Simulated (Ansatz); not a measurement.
## Which way does CaS + BeSe ⇌ CaSe + BeS run?

Plane-wave DFT in Ansatz with scalar-relativistic PAW potentials, cutoff 420 eV, Γ-centred meshes chosen by cell and gap, Gaussian smearing with energies taken to zero width. Every cell was relaxed (cell and atoms) in a run of its own, within the symmetry of its start. Functional: PBE.

Total energies hold large constants for each element; a whole number of eV per atom of each element is taken off below, which cancels in a balanced reaction.

```csv
compound,lowest structure computed,structures tried,V (Å³/atom),gap on mesh (eV),"E (eV per formula unit, common shift removed)"
CaS,Fm-3m,4,23.29,2.38,-4.2621
BeSe,F-43m,3,17.35,2.67,-1.4373
CaSe,Fm-3m,4,26.44,2.08,-4.0030
BeS,F-43m,6,14.49,3.15,-1.9655
```

Question: Work out the reaction energy at 0 K.

Answer: ΔE = E(CaSe) + E(BeS) − E(CaS) − E(BeSe) = -0.269 eV, or -26 kJ per mole of reaction (-67 meV/atom). The right side is lower: Ca takes Se and Be takes S. All four are computed as solids; where they are solids at ordinary conditions entropy changes little. A lower structure that wasn't tried would shift the value, and mixed crystals may lie lower than either side.